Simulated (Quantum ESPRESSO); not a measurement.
# Rh (Fm-3m) in Quantum ESPRESSO: convergence with wavefunction cutoff

Aim: find how far wavefunction cutoff must go before the results for Rh settle, at LDA. This setting moves, with any that are tied to it; all else stays.

Program: Quantum ESPRESSO 7.5. These are calculated values, not measurements. Logs are shortened: lines on timing, memory, paths and dates and some standing lists are left out, and cuts for length are marked.

**1. The crystal as given**

The structure is cubic, space group Fm-3m (No. 225). Conventional cell: a = 3.796 Å, b = 3.796 Å, c = 3.796 Å, α = 90.00°, β = 90.00°, γ = 90.00°. Rh (site symmetry m-3m) has 12 Rh at 2.68 Å as nearest neighbours.

**2. With wavefunction cutoff 35 Ry**

Contents of pw.in:

```
&CONTROL
  calculation = 'scf'
  prefix = 'pwscf'
  outdir = './tmp'
  pseudo_dir = './pseudo'
  tprnfor = .true.
  tstress = .true.
  disk_io = 'nowf'
/
&SYSTEM
  ibrav = 0
  nat = 1
  ntyp = 1
  ecutwfc = 35
  nbnd = 15
  occupations = 'smearing'
  smearing = 'gaussian'
  degauss = 0.00367493
/
&ELECTRONS
  conv_thr = 2d-10
  electron_maxstep = 120
  mixing_beta = 0.5
/
ATOMIC_SPECIES
Rh   102.9055 Rh.upf
CELL_PARAMETERS angstrom
   0.0000000000    1.8978500000    1.8978500000
   1.8978500000    0.0000000000    1.8978500000
   1.8978500000    1.8978500000    0.0000000000
ATOMIC_POSITIONS crystal
Rh     0.0000000000    0.0000000000    0.0000000000
K_POINTS automatic
12 12 12 0 0 0
```

Potentials or basis: PseudoDojo 0.4.1 SR LDA stringent.

The run is started by

```sh
$ OMP_NUM_THREADS=1 pw.x -in pw.in > pw.out
```

Wall time 3 s (1 thread of Arm Neoverse V1, shared host); peak memory 0.05 GiB.

Results:

```yaml
Free_energy: -3181.1926 eV
Pressure: -356.6 GPa
Band_gap_on_the_k_mesh: none (metal or under the smearing width)
```

**3. With wavefunction cutoff 44 Ry**

Edit pw.in of step 2 so:

```diff
@@ -13,3 +13,3 @@
   ntyp = 1
-  ecutwfc = 35
+  ecutwfc = 44
   nbnd = 15
```

Potentials or basis: PseudoDojo 0.4.1 SR LDA stringent.

The run is started by

```sh
$ OMP_NUM_THREADS=1 pw.x -in pw.in > pw.out
```

Wall time 7.4 s (1 thread of Arm Neoverse V1, shared host); peak memory 0.05 GiB.

Results:

| Item | Value |
| --- | --- |
| Free energy | -3188.5587 eV |
| Pressure | -176.3 GPa |
| Band gap on the k mesh | none (metal or under the smearing width) |

**4. With wavefunction cutoff 53 Ry**

Edit pw.in of step 3 so:

```diff
@@ -13,3 +13,3 @@
   ntyp = 1
-  ecutwfc = 44
+  ecutwfc = 53
   nbnd = 15
```

The run is started by

```sh
$ OMP_NUM_THREADS=1 pw.x -in pw.in > pw.out
```

It took 8.7 s on 1 thread of Arm Neoverse V1, shared host; peak memory 0.05 GiB.

What came out:

```yaml
Free_energy: -3191.2803 eV
Pressure: -79.7 GPa
Band_gap_on_the_k_mesh: none (metal or under the smearing width)
```

**5. With wavefunction cutoff 62 Ry**

Edit pw.in of step 4 so:

```diff
@@ -13,3 +13,3 @@
   ntyp = 1
-  ecutwfc = 53
+  ecutwfc = 62
   nbnd = 15
```

The run is started by

```sh
$ OMP_NUM_THREADS=1 pw.x -in pw.in > pw.out
```

Run time: 8.7 s. Hardware: 1 thread of Arm Neoverse V1, shared host; peak memory 0.05 GiB.

Results:

```yaml
Free_energy: -3192.1860 eV
Pressure: -33.8 GPa
Band_gap_on_the_k_mesh: none (metal or under the smearing width)
```

**6. With wavefunction cutoff 70 Ry**

Edit pw.in of step 5 so:

```diff
@@ -13,3 +13,3 @@
   ntyp = 1
-  ecutwfc = 62
+  ecutwfc = 70
   nbnd = 15
```

Potentials or basis: PseudoDojo 0.4.1 SR LDA stringent.

The run is started by

```sh
$ OMP_NUM_THREADS=1 pw.x -in pw.in > pw.out
```

It took 14 s on 1 thread of Arm Neoverse V1, shared host; peak memory 0.05 GiB.

It converged, with:

* Free energy: -3192.4181 eV
* Pressure: -17.3 GPa
* Band gap on the k mesh: none (metal or under the smearing width)

**7. With wavefunction cutoff 79 Ry**

Edit pw.in of step 6 so:

```diff
@@ -13,3 +13,3 @@
   ntyp = 1
-  ecutwfc = 70
+  ecutwfc = 79
   nbnd = 15
```

The run is started by

```sh
$ OMP_NUM_THREADS=1 pw.x -in pw.in > pw.out
```

It took 16 s on 1 thread of Arm Neoverse V1, shared host; peak memory 0.05 GiB.

The run converged. Its results:

```
Free energy            : -3192.4823 eV
Pressure               : -10.9 GPa
Band gap on the k mesh : none (metal or under the smearing width)
```

**8. With wavefunction cutoff 88 Ry**

Edit pw.in of step 7 so:

```diff
@@ -13,3 +13,3 @@
   ntyp = 1
-  ecutwfc = 79
+  ecutwfc = 88
   nbnd = 15
```

The run is started by

```sh
$ OMP_NUM_THREADS=1 pw.x -in pw.in > pw.out
```

Run time: 14 s. Hardware: 1 thread of Arm Neoverse V1, shared host; peak memory 0.05 GiB.

The run converged. Its results:

```yaml
Free_energy: -3192.4915 eV
Pressure: -9.5 GPa
Band_gap_on_the_k_mesh: none (metal or under the smearing width)
```

**9. With wavefunction cutoff 106 Ry**

Edit pw.in of step 8 so:

```diff
@@ -13,3 +13,3 @@
   ntyp = 1
-  ecutwfc = 88
+  ecutwfc = 106
   nbnd = 15
```

Potentials or basis: PseudoDojo 0.4.1 SR LDA stringent.

The run is started by

```sh
$ OMP_NUM_THREADS=1 pw.x -in pw.in > pw.out
```

It took 29 s on 1 thread of Arm Neoverse V1, shared host; peak memory 0.06 GiB.

The run converged. Its results:

| Item | Value |
| --- | --- |
| Free energy | -3192.4921 eV |
| Pressure | -9.4 GPa |
| Band gap on the k mesh | none (metal or under the smearing width) |

**10. With wavefunction cutoff 132 Ry**

Edit pw.in of step 9 so:

```diff
@@ -13,3 +13,3 @@
   ntyp = 1
-  ecutwfc = 106
+  ecutwfc = 132
   nbnd = 15
```

Potentials or basis: PseudoDojo 0.4.1 SR LDA stringent.

The run is started by

```sh
$ OMP_NUM_THREADS=1 pw.x -in pw.in > pw.out
```

pw.out:

```text
This program is part of the open-source Quantum ESPRESSO suite
     for quantum simulation of materials; please cite
         "P. Giannozzi et al., J. Phys.:Condens. Matter 21 395502 (2009);
         "P. Giannozzi et al., J. Phys.:Condens. Matter 29 465901 (2017);
         "P. Giannozzi et al., J. Chem. Phys. 152 154105 (2020);
     in publications or presentations arising from this work. More details at

     Message from routine setup:
     using ibrav=0 with symmetry is DISCOURAGED, use correct ibrav instead

     G-vector sticks info
     --------------------
     sticks:   dense  smooth     PW     G-vecs:    dense   smooth      PW
     Sum         931     931    283                18907    18907    3143

     Using Slab Decomposition

     bravais-lattice index     =            0
     lattice parameter (alat)  =       5.0720  a.u.
     unit-cell volume          =      92.2597 (a.u.)^3
     number of atoms/cell      =            1
     number of atomic types    =            1
     number of electrons       =        17.00
     number of Kohn-Sham states=           15
     kinetic-energy cutoff     =     132.0000  Ry
     charge density cutoff     =     528.0000  Ry
     scf convergence threshold =      2.0E-10
     mixing beta               =       0.5000
     number of iterations used =            8  plain     mixing
     Exchange-correlation= SLA  PW   NOGX NOGC
                           (   1   4   0   0   0   0   0)

     celldm(1)=   5.071959  celldm(2)=   0.000000  celldm(3)=   0.000000
     celldm(4)=   0.000000  celldm(5)=   0.000000  celldm(6)=   0.000000

[... 8 lines left out ...]
               b(3) = (  0.707107  0.707107 -0.707107 )

     PseudoPot. # 1 for Rh read from file:
     Rh.upf
     Pseudo is Norm-conserving + core correction, Zval = 17.0
     Generated using ONCVPSP code by D. R. Hamann
     Using radial grid of 1530 points,  6 beta functions with:
                l(1) =   0
                l(2) =   0
                l(3) =   1
                l(4) =   1
                l(5) =   2
                l(6) =   2

     atomic species   valence    mass     pseudopotential
     Rh               17.00   102.90550     Rh( 1.00)

     48 Sym. Ops., with inversion, found

   Cartesian axes

     site n.     atom                  positions (alat units)
         1        Rh     tau(   1) = (   0.0000000   0.0000000   0.0000000  )

     number of k points=    72  Gaussian smearing, width (Ry)=  0.0037
                       cart. coord. in units 2pi/alat
        k(    1) = (   0.0000000   0.0000000   0.0000000), wk =   0.0011574
        k(    2) = (   0.0589256   0.0589256  -0.0589256), wk =   0.0092593
        k(    3) = (   0.1178511   0.1178511  -0.1178511), wk =   0.0092593
        k(    4) = (   0.1767767   0.1767767  -0.1767767), wk =   0.0092593
        k(    5) = (   0.2357023   0.2357023  -0.2357023), wk =   0.0092593
        k(    6) = (   0.2946278   0.2946278  -0.2946278), wk =   0.0092593
[... 64 lines left out ...]
        k(   71) = (  -0.7071068   0.2357023   0.0000000), wk =   0.0138889
        k(   72) = (  -0.7071068   0.3535534   0.0000000), wk =   0.0069444

     Dense  grid:    18907 G-vectors     FFT dimensions: (  40,  40,  40)

     Initial potential from superposition of free atoms

     starting charge      16.9996, renormalised to      17.0000
     Starting wfcs are   10 randomized atomic wfcs +    5 random wfcs

     Self-consistent Calculation

     iteration #  1     ecut=   132.00 Ry     beta= 0.50
     Davidson diagonalization with overlap
     ethr =  1.00E-02,  avg # of iterations =  4.3

     Threshold (ethr) on eigenvalues was too large:
     Diagonalizing with lowered threshold

     Davidson diagonalization with overlap
     ethr =  7.37E-04,  avg # of iterations =  1.1

     total energy              =    -234.60938948 Ry
     estimated scf accuracy    <       0.12537005 Ry
[... 43 lines left out ...]
     iteration #  8     ecut=   132.00 Ry     beta= 0.50
     Davidson diagonalization with overlap
     ethr =  8.10E-12,  avg # of iterations =  1.2

     End of self-consistent calculation

          k = 0.0000 0.0000 0.0000 (  2421 PWs)   bands (ev):

   -56.2724 -23.7878 -23.7878 -23.7878  14.4076  19.3603  19.3603  19.3603
    21.5034  21.5034  38.6646  44.0515  44.0515  44.0515  49.7942

          k = 0.0589 0.0589-0.0589 (  2370 PWs)   bands (ev):
[... 121 lines left out ...]
   -56.1779 -24.2918 -23.9989 -23.8602  17.3295  18.7669  19.3804  20.2436
    21.1763  23.9690  36.3781  39.1406  42.4995  46.0935  47.4188

          k = 0.0000-0.2357 0.2357 (  2361 PWs)   bands (ev):

   -56.2045 -24.1629 -23.9382 -23.8317  16.7999  18.5026  19.6842  20.3515
    20.6562  22.7717  38.5289  40.0128  44.2819  44.5353  48.3505

          k = 0.3536 0.0000 0.0000 (  2333 PWs)   bands (ev):

   -56.1950 -24.1551 -23.9273 -23.9273  16.7637  17.7401  20.5300  21.0054
    21.0054  22.2416  41.0056  41.3531  41.3531  42.4948  48.1118

          k = 0.4125 0.0589-0.0589 (  2368 PWs)   bands (ev):
[... 21 lines left out ...]
   -56.1389 -24.3716 -24.1656 -23.9298  17.6979  18.5507  19.3004  20.6526
    22.0977  27.2439  33.2189  36.2776  41.8463  43.1922  49.4181

          k = 0.0000-0.3536 0.3536 (  2369 PWs)   bands (ev):

   -56.1558 -24.3305 -24.1077 -23.8928  18.0073  18.5415  18.9874  20.5827
    21.3782  25.5629  35.8280  36.6137  41.9165  45.5097  47.2079

          k = 0.4714 0.0000-0.0000 (  2373 PWs)   bands (ev):
[... 31 lines left out ...]
   -56.1198 -24.4745 -24.0820 -24.0535  16.2791  16.6296  22.5598  22.7955
    23.3806  26.2970  34.8675  35.5270  36.4027  45.3687  46.5580

          k = 0.0000-0.5893 0.5893 (  2356 PWs)   bands (ev):

   -56.1178 -24.4427 -24.1484 -24.0381  16.5242  17.0156  21.4775  22.4030
    23.2129  28.4188  33.0369  34.7714  37.3347  44.7405  49.0259

          k =-0.7071 0.0000 0.0000 (  2346 PWs)   bands (ev):

   -56.1172 -24.4989 -24.0649 -24.0649  16.1018  16.4603  23.0674  23.4984
    23.4984  25.7037  34.7686  35.8002  35.8002  45.4798  45.8405

          k = 0.2357 0.1179 0.0000 (  2354 PWs)   bands (ev):

   -56.2259 -24.0432 -23.8794 -23.8330  16.0555  18.5391  19.8785  20.1250
    20.8727  21.9801  40.1706  40.5660  43.6444  45.1529  49.0167

          k = 0.2946 0.1768-0.0589 (  2360 PWs)   bands (ev):
[... 16 lines left out ...]
   -56.1459 -24.4951 -23.9918 -23.9209  16.8458  18.7794  19.8408  20.6787
    22.9716  26.2345  30.9660  38.8662  41.4533  43.2672  50.7257

          k = 0.3536 0.1179 0.0000 (  2359 PWs)   bands (ev):

   -56.1897 -24.1982 -23.9517 -23.9035  17.0351  17.8750  19.7476  20.9978
    21.3868  22.6863  39.1072  40.2593  42.2390  43.5746  49.5050

          k = 0.4125 0.1768-0.0589 (  2367 PWs)   bands (ev):
[... 21 lines left out ...]
   -56.1532 -24.3572 -24.0826 -23.9115  17.7197  18.6774  18.8629  20.7033
    21.8761  25.5753  34.7738  37.7084  41.0174  45.5480  47.6791

          k = 0.0000-0.2357 0.3536 (  2365 PWs)   bands (ev):

   -56.1753 -24.2749 -24.0179 -23.8789  17.6622  18.2122  19.1435  20.9302
    21.0497  24.0168  37.2324  38.5682  42.1071  45.2774  48.0724

          k = 0.4714 0.1179-0.0000 (  2365 PWs)   bands (ev):
[... 36 lines left out ...]
   -56.1196 -24.3664 -24.2290 -24.0239  17.0574  17.7280  20.0639  21.6842
    23.0709  30.5641  31.3512  34.5097  37.8700  44.8952  50.9894

          k =-0.7071 0.1179-0.0000 (  2366 PWs)   bands (ev):

   -56.1171 -24.4705 -24.0946 -24.0669  16.3621  16.7093  22.0850  22.6954
    23.4992  27.3155  34.4551  35.3786  35.5986  46.0174  46.8728

          k =-0.2357-0.4714 0.7071 (  2358 PWs)   bands (ev):
[... 21 lines left out ...]
   -56.1196 -24.3438 -24.2285 -24.0484  17.3856  18.0211  19.3032  21.4321
    23.2838  30.4289  32.1780  34.9702  36.1763  46.7460  49.2434

          k = 0.0000-0.3536 0.5893 (  2356 PWs)   bands (ev):

   -56.1221 -24.3127 -24.2611 -24.0272  17.6341  18.5132  18.6540  21.2869
    23.0518  29.8523  32.8415  34.4038  37.2439  46.7073  48.4844

          k =-0.7071 0.2357 0.0000 (  2362 PWs)   bands (ev):

   -56.1170 -24.3924 -24.1754 -24.0709  16.9986  17.4448  20.2169  21.8248
    23.5009  29.7408  33.9096  34.1029  35.3430  46.7981  50.0366

          k =-0.7071 0.3536 0.0000 (  2352 PWs)   bands (ev):

   -56.1169 -24.2846 -24.2846 -24.0729  17.4200  18.6330  18.6330  21.2821
    23.5017  32.1163  32.1163  33.6871  35.2409  48.4492  48.4492

     the Fermi energy is    22.5520 ev

!    total energy              =    -234.64386175 Ry
     estimated scf accuracy    <          6.3E-11 Ry
     smearing contrib. (-TS)   =      -0.00012209 Ry
     internal energy E=F+TS    =    -234.64373966 Ry

     The total energy is F=E-TS. E is the sum of the following terms:
     one-electron contribution =     -49.72789936 Ry
     hartree contribution      =      37.49224568 Ry
     xc contribution           =     -37.67981250 Ry
     ewald contribution        =    -184.72827348 Ry

     convergence has been achieved in   8 iterations

     Forces acting on atoms (cartesian axes, Ry/au):

     atom    1 type  1   force =     0.00000000    0.00000000    0.00000000

     Total force =     0.000000     Total SCF correction =     0.000000

     Computing stress (Cartesian axis) and pressure

          total   stress  (Ry/bohr**3)                   (kbar)     P=      -93.95
  -0.00063863   0.00000000   0.00000000          -93.95        0.00        0.00
   0.00000000  -0.00063863   0.00000000            0.00      -93.95        0.00
   0.00000000   0.00000000  -0.00063863            0.00        0.00      -93.95

=------------------------------------------------------------------------------=
   JOB DONE.
=------------------------------------------------------------------------------=
```

Run time: 36 s. Hardware: 1 thread of Arm Neoverse V1, shared host; peak memory 0.08 GiB.

What came out:

```yaml
Free_energy: -3192.4924 eV
Pressure: -9.4 GPa
Band_gap_on_the_k_mesh: none (metal or under the smearing width)
```

**11. Result**

```csv
wavefunction cutoff,"energy less the tightest run, at zero smearing (meV/atom)",pressure (GPa),SCF cycles,CPU time (s),peak memory (GiB)
35 Ry,11299.57,-356.55,8,3,0.05
44 Ry,3933.57,-176.34,8,7.4,0.05
53 Ry,1212.09,-79.74,8,8.7,0.05
62 Ry,306.39,-33.79,8,8.7,0.05
70 Ry,74.27,-17.29,8,14,0.05
79 Ry,10.05,-10.94,8,16,0.05
88 Ry,0.91,-9.54,8,14,0.05
106 Ry,0.29,-9.41,8,29,0.06
132 Ry,0.00,-9.39,8,36,0.08
```

Against the tightest run, the energy stays within 1 meV/atom from 88 Ry on; the pressure stays within 0.1 GPa from 106 Ry on. The tightest run that finished is the yardstick and may itself not be fully converged.
